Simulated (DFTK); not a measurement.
CuO (Tenorite), 4 atoms in the cell. It takes space group C2/c (No. 15, monoclinic). Conventional cell: a = 4.684 Å, b = 3.423 Å, c = 5.129 Å, α = 90.00°, β = 99.54°, γ = 90.00°. Around Cu (site symmetry -1) lie 4 O at 1.95 to 1.96 Å. O (site symmetry 2) has 4 Cu at 1.95 to 1.96 Å as nearest neighbours. 

- Program: DFTK 0.8.2
- Task: band structure
- Functional: PBE
- Potentials or basis: SG15 1.2 (PBE)
- Cutoff: 952 eV
- k mesh: 6 × 6 × 3
- Occupations: fermi-dirac, width 0.05 eV
- Spin: no spin polarisation
- Valence electrons: Cu 19, O 6
- SCF tolerance on the density: 1e-06

Potentials or basis: SG15 1.2 (PBE).

Run with:

```sh
$ julia --threads=1 run.jl  # save.jl only writes the numbers to a file and isn't shown; printed stress counts tension as positive; times include loading and compiling
```

Hardware: 1 thread of Intel(R) Xeon(R) Platinum 8488C (Sapphire Rapids), with other jobs on the host.

Task: How long does it take, and how much memory?

Result: Run time: 2.8 min on 1 thread of Intel(R) Xeon(R) Platinum 8488C (Sapphire Rapids), on a shared host, peak memory 1.9 GiB. Counts: scf iterations 16, k points 34, plane waves 2729, bands 32.
